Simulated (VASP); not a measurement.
# Sb (Im-3m) in VASP: notebook

The runs below take Sb through single point, with PBE0(alpha), PBE.

Everything below comes from runs of VASP 6.6.1. Logs are shortened: lines on timing, memory, paths and dates and some standing lists are left out, and cuts for length are marked.

### 1 The structure

The structure is cubic, space group Im-3m (No. 229). Conventional cell: a = 3.743 Å, b = 3.743 Å, c = 3.743 Å, α = 90.00°, β = 90.00°, γ = 90.00°. Around Sb (site symmetry m-3m) lie 8 Sb at 3.24 Å.

This isn't the form of Sb at room conditions, which is rhombohedral.

### 2 Single point, PBE0(alpha)

File POSCAR:

```
Sb
1.0
   -1.8713408863      1.8713408863      1.8713408863
    1.8713408863     -1.8713408863      1.8713408863
    1.8713408863      1.8713408863     -1.8713408863
Sb
1
Direct
    0.0000000000      0.0000000000      0.0000000000
```

File INCAR.step1:

```
ALGO = Normal ; EDIFF = 1E-5
ENCUT = 520 ; GGA = PE
ISIF = 2 ; ISMEAR = -1
LASPH = True ; LCHARG = False
LREAL = False ; LWAVE = True
NBANDS = 8 ; NELM = 80
PREC = Accurate ; SIGMA = 0.05
```

File INCAR.step2:

```
AEXX = 0.5 ; ALGO = Normal
EDIFF = 1E-6 ; ENCUT = 520
GGA = PE ; HFRCUT = -1
ISIF = 2 ; ISMEAR = -1
ISTART = 1 ; LASPH = True
LCHARG = False ; LHFCALC = True
LREAL = False ; LWAVE = False
NBANDS = 8 ; NELM = 80
PREC = Accurate ; PRECFOCK = Fast
SIGMA = 0.05
```

File KPOINTS:

```
k-points
0
Gamma
  5 5 5
```

Potentials or basis: VASP PAW PBE potentials, release 64 (Sb).

Run with:

```bash
$ cat potpaw_PBE.64/Sb/POTCAR > POTCAR
$ cp INCAR.step1 INCAR
$ mpirun -np 1 vasp_std > vasp.out
$ cp INCAR.step2 INCAR
$ mpirun -np 1 vasp_std > vasp.out
```

OUTCAR:

```text
AEXX = 0.5
   EDIFF = 1E-6
   ENCUT = 520
   GGA = PE
   ISIF = 2
   ISMEAR = -1
   ISTART = 1
   LASPH = True
   LHFCALC = True
   LREAL = False
   NELM = 80
   PREC = Accurate
   PRECFOCK = Fast

 ion  position               nearest neighbor table
   1  0.000  0.000  0.000-

  LATTYP: Found a body centered cubic cell.
 ALAT       =     3.7426817726

  Lattice vectors:

 A1 = (  -1.8713408863,   1.8713408863,   1.8713408863)
 A2 = (   1.8713408863,  -1.8713408863,   1.8713408863)
 A3 = (   1.8713408863,   1.8713408863,  -1.8713408863)

Analysis of symmetry for initial positions (statically):
=====================================================================
 Subroutine PRICEL returns:
 Original cell was already a primitive cell.

 Routine SETGRP: Setting up the symmetry group for a
 body centered cubic supercell.

 Subroutine GETGRP returns: Found 48 space group operations
 (whereof 48 operations were pure point group operations)
 out of a pool of 48 trial point group operations.

The static configuration has the point symmetry O_h .

Analysis of symmetry for dynamics (positions and initial velocities):
=====================================================================
 Subroutine PRICEL returns:
 Original cell was already a primitive cell.

 Routine SETGRP: Setting up the symmetry group for a
 body centered cubic supercell.

 Subroutine GETGRP returns: Found 48 space group operations
 (whereof 48 operations were pure point group operations)
 out of a pool of 48 trial point group operations.

The dynamic configuration has the point symmetry O_h .

 Subroutine INISYM returns: Found 48 space group operations
 (whereof 48 operations are pure point group operations),
 and found     1 'primitive' translations

----------------------------------------------------------------------------------------

                                     Primitive cell

  volume of cell :      26.2131

  direct lattice vectors                    reciprocal lattice vectors
    -1.871340886  1.871340886  1.871340886     0.000000000  0.267188092  0.267188092
     1.871340886 -1.871340886  1.871340886     0.267188092  0.000000000  0.267188092
     1.871340886  1.871340886 -1.871340886     0.267188092  0.267188092  0.000000000

  length of vectors
     3.241257493  3.241257493  3.241257493     0.377861023  0.377861023  0.377861023

  position of ions in fractional coordinates (direct lattice)
     0.000000000  0.000000000  0.000000000

  ion indices of the primitive-cell ions
   primitive index   ion index
                 1           1

----------------------------------------------------------------------------------------

 KPOINTS: k-points

Automatic generation of k-mesh.
 Grid dimensions read from file:
 generate k-points for:    5    5    5

 Generating k-lattice:

  Cartesian coordinates                     Fractional coordinates (reciprocal lattice)
     0.000000000  0.053437618  0.053437618     0.200000000  0.000000000  0.000000000
     0.053437618  0.000000000  0.053437618     0.000000000  0.200000000  0.000000000
     0.053437618  0.053437618  0.000000000     0.000000000  0.000000000  0.200000000

  Length of vectors
     0.075572205  0.075572205  0.075572205

  Shift w.r.t. Gamma in fractional coordinates (k-lattice)
     0.000000000  0.000000000  0.000000000

 Subroutine IBZKPT returns following result:
 ===========================================

 Found     10 irreducible k-points:

 Following reciprocal coordinates:
            Coordinates               Weight
  0.000000  0.000000  0.000000      1.000000
  0.200000  0.000000  0.000000     12.000000
  0.400000  0.000000  0.000000     12.000000
  0.200000  0.200000  0.000000     24.000000
  0.400000  0.200000  0.000000     24.000000
  0.200000  0.200000  0.200000      8.000000
 -0.200000  0.200000  0.200000      6.000000
 -0.400000  0.400000  0.200000     24.000000
 -0.400000 -0.400000  0.200000      8.000000
 -0.400000  0.400000  0.400000      6.000000
   k-points           NKPTS =     10   k-points in BZ     NKDIM =    125   number of bands    NBANDS=      8
   number of dos      NEDOS =    301   number of ions     NIONS =      1
   total plane-waves  NPLWV =  13824
   dimension x,y,z NGX =    24 NGY =   24 NGZ =   24
   dimension x,y,z NGXF=    48 NGYF=   48 NGZF=   48
   ions per type =               1
   NGX,Y,Z   is equivalent  to a cutoff of  12.31, 12.31, 12.31 a.u.
   NGXF,Y,Z  is equivalent  to a cutoff of  24.62, 24.62, 24.62 a.u.
 SYSTEM =  unknown system
   PREC   = accura    normal or accurate (medium, high low for compatibility)
   ISTART =      1    job   : 0-new  1-cont  2-samecut
   ICHARG =      0    charge: 1-file 2-atom 10-const
   ISPIN  =      1    spin polarized calculation?
   LNONCOLLINEAR =      F non collinear calculations
   LSORBIT =      F    spin-orbit coupling
   LASPH  =      T    aspherical Exc in radial PAW
   ENCUT  =  520.0 eV  38.22 Ry    6.18 a.u.   6.03  6.03  6.03*2*pi/ulx,y,z
   NELM   =     80;   NELMIN=  2; NELMDL=  0     # of ELM steps
   EDIFF  = 0.1E-05   stopping-criterion for ELM
   LREAL  =      F    real-space projection
   EDIFFG = 0.1E-04   stopping-criterion for IOM
   NSW    =      0    number of steps for IOM
   IBRION =     -1    ionic relax: 0-MD 1-quasi-New 2-CG
   NFREE  =      0    steps in history (QN), initial steepest desc. (CG)
   ISIF   =      2    stress and relaxation
   ISYM   =      3    0-nonsym 1-usesym 2-fastsym
   POTIM  = 0.5000    time-step for ionic-motion
   TEBEG  =    0.0;   TEEND  =   0.0 temperature during run
   PSTRESS=    0.0 pullay stress
   NELECT =       5.0000    total number of electrons
   NUPDOWN=      -1.0000    fix difference up-down
   EMIN   =  10.00;   EMAX   =-10.00  energy-range for DOS
   EFERMI =   0.00;   METHOD = LEGACY
   ISMEAR =    -1;   SIGMA  =   0.05  broadening in eV -4-tet -1-fermi 0-gaus
   EFERMI_NEDOS =   21; number of points for ismear=-14 and -15
   IALGO  =     38    algorithm
   IMIX   =      1    mixing-type and parameters
     AMIX     =   0.40;   BMIX     =  1.00
     AMIX_MAG =   1.60;   BMIX_MAG =  1.00
  volume/ion in A,a.u.               =      26.21       176.89
  Fermi-wavevector in a.u.,A,eV,Ry     =   0.942378  1.780837 12.083018  0.888077
  Thomas-Fermi vector in A             =   2.069982
   LORBIT       =      0    0 simple, 1 ext, 2 COOP (PROOUT), +10 PAW based schemes
   GGA     = PE    functional components
   LHFCALC =     T    Hartree Fock is set to
   PRECFOCK=fast      Normal, Fast or Accurate (Low or Medium for compatibility)
   ENCUT4O =  -1.0   cutoff for four orbital integrals eV
   NKREDX  =     1    reduce k-point grid by
   NKREDY  =     1    reduce k-point grid by
   NKREDZ  =     1    reduce k-point grid by
   AEXX    =    0.5000 exact exchange contribution
   HFSCREEN=    0.0000 screening length (either q_TF or 0.3 A-1)
   HFSCREENC=   0.0000 screening length for correlation (either q_TF or 0.3 A-1)
   ENCUTFOCK=  -1.0 apply spherical cutoff to Coloumb kernel
   IVDW    =     0    specifies the selected vdW correction
   LEPSILON=     F    determine dielectric tensor
   LRPA    =     F    only Hartree local field effects (RPA)
 non-spin polarized calculation
  energy-cutoff  :      520.00
  volume of cell :       26.21
 maximum number of plane-waves:       713
  NGX = 14; NGY = 14; NGZ = 14

 number of electron       4.9999999 magnetization

 Free energy of the ion-electron system (eV)
  ---------------------------------------------------
  ext. energy  EPLUGINS =         0.00000000
  ---------------------------------------------------
  free energy    TOTEN  =        -7.20822382 eV

  energy without entropy =       -7.20180824  energy(sigma->0) =       -7.20501603

 E-fermi :   8.1693     XC(G=0):  -6.0197

 val. band max:        8.0616689899   @ k =   0.2000   0.2000   0.0000
 cond. band min:       8.9807239313   @ k =  -0.4000   0.4000   0.2000
 fundamental gap:      0.9190549414
 Fermi energy:         8.1692570522

 k-point     1 :       0.0000    0.0000    0.0000
  band No.  band energies     occupation
      1      -8.7118      2.00000
      2      16.3091      0.00000
      3      16.3091      0.00000
      4      16.3091      0.00000
      5      21.2324      0.00000
      6      21.2324      0.00000
      7      21.2324      0.00000
      8      23.0713      0.00000

 k-point     2 :       0.2000    0.0000    0.0000
  band No.  band energies     occupation
      1      -7.3387      2.00000
      2      10.4395      0.00000
      3      13.8143      0.00000
      4      15.3886      0.00000
      5      18.7340      0.00000
      6      18.9025      0.00000
      7      22.1233      0.00000
      8      22.8861      0.00000

 k-point     3 :       0.4000    0.0000    0.0000
  band No.  band energies     occupation
      1      -4.3913      2.00000
      2       2.0045      2.00000
      3      11.4291      0.00000
      4      14.1280      0.00000
      5      16.9773      0.00000
      6      17.3283      0.00000
      7      24.1418      0.00000
      8      24.9341      0.00000

 k-point     4 :       0.2000    0.2000    0.0000
  band No.  band energies     occupation
      1      -5.4495      2.00000
      2       5.3463      2.00000
      3       8.0617      1.79167
      4      13.1673      0.00000
      5      18.9251      0.00000
      6      20.1078      0.00000
      7      23.2153      0.00000
      8      24.1416      0.00000

 k-point     5 :       0.4000    0.2000    0.0000
  band No.  band energies     occupation
      1      -2.5563      2.00000
      2       0.9595      2.00000
      3       5.8917      2.00000
      4      12.3703      0.00000
      5      18.6640      0.00000
      6      21.6778      0.00000
      7      23.4750      0.00000
      8      23.7166      0.00000

 k-point     6 :       0.2000    0.2000    0.2000
  band No.  band energies     occupation
      1      -2.6872      2.00000
      2       2.7520      2.00000
      3       5.7270      2.00000
      4       5.7270      2.00000
      5      24.2441      0.00000
      6      24.2441      0.00000
      7      25.9011      0.00000
      8      25.9011      0.00000

 k-point     7 :      -0.2000    0.2000    0.2000
  band No.  band energies     occupation
      1      -6.3011      2.00000
      2      10.7228      0.00000
      3      11.3608      0.00000
      4      11.3608      0.00000
      5      16.5641      0.00000
      6      22.3262      0.00000
      7      22.3262      0.00000
      8      22.4951      0.00000

 k-point     8 :      -0.4000    0.4000    0.2000
  band No.  band energies     occupation
      1      -3.4408      2.00000
      2       3.0835      2.00000
      3       8.9807      0.00000
      4      10.9988      0.00000
      5      16.8745      0.00000
      6      20.9464      0.00000
      7      20.9667      0.00000
      8      22.4725      0.00000

 k-point     9 :      -0.4000   -0.4000    0.2000
  band No.  band energies     occupation
      1      -1.1066      2.00000
      2       3.2885      2.00000
      3       3.2885      2.00000
      4      11.9532      0.00000
      5      17.0233      0.00000
      6      17.0233      0.00000
      7      20.6127      0.00000
      8      27.3634      0.00000

 k-point    10 :      -0.4000    0.4000    0.4000
  band No.  band energies     occupation
      1      -0.6628      2.00000
      2       5.4160      2.00000
      3       5.6937      2.00000
      4       5.6937      2.00000
      5      13.1406      0.00000
      6      15.5441      0.00000
      7      26.2775      0.00000
      8      26.8360      0.00000

------------------------ aborting loop because EDIFF is reached ----------------------------------------

  FORCE on cell =-STRESS in cart. coord.  units (eV):
  Direction    XX          YY          ZZ          XY          YZ          ZX
  --------------------------------------------------------------------------------------
  -------------------------------------------------------------------------------------
  Total       -1.5257286     -1.5257286     -1.5257286      0.0000000      0.0000000      0.0000000
  in kB      -93.2543655    -93.2543655    -93.2543655      0.0000000      0.0000000      0.0000000
  external PRESSURE =     -93.2543655 kB  Pullay stress =       0.0000000 kB

 VOLUME and BASIS-vectors are now :
 -----------------------------------------------------------------------------
  energy-cutoff  :      520.00
  volume of cell :       26.21
      direct lattice vectors                 reciprocal lattice vectors
    -1.871340886  1.871340886  1.871340886     0.000000000  0.267188092  0.267188092
     1.871340886 -1.871340886  1.871340886     0.267188092  0.000000000  0.267188092
     1.871340886  1.871340886 -1.871340886     0.267188092  0.267188092  0.000000000

 POSITION                                       TOTAL-FORCE (eV/Angst)
 -----------------------------------------------------------------------------------
      0.00000      0.00000      0.00000         0.000000     -0.000000      0.000000
 -----------------------------------------------------------------------------------
    total drift:                               -0.000000     -0.000000     -0.000000

  FREE ENERGIE OF THE ION-ELECTRON SYSTEM (eV)
  ---------------------------------------------------
  free  energy   TOTEN  =        -7.2082238187 eV

  energy  without entropy=       -7.2018082438  energy(sigma->0) =       -7.20501603
```

It took 22 s on 1 thread of Intel Xeon 6975P-C (Granite Rapids), shared host; peak memory 0.13 GiB.

Results:

```yaml
Free_energy: -7.2082 eV
Pressure: -9.3 GPa
Band_gap_on_the_k_mesh: none (metal or under the smearing width)
```

Levels at points of the mesh, in eV from the Fermi level:
| k point | band 1 | band 2 | band 3 | band 4 | band 5 | band 6 | band 7 |
| --- | --- | --- | --- | --- | --- | --- | --- |
| (0.00, 0.00, 0.00) | -16.88 | 8.14 | 8.14 | 8.14 | 13.06 | 13.06 | 13.06 |

Caveat: the k mesh is coarse (spacing up to 0.47 Å⁻¹), so the values aren't converged, least of all with exact exchange; the PAW data sets were made with another functional, which shifts forces and pressure a little. The run has no spin-orbit coupling, so splittings on Sb are missing.

(Continued in part 2 of 2.)
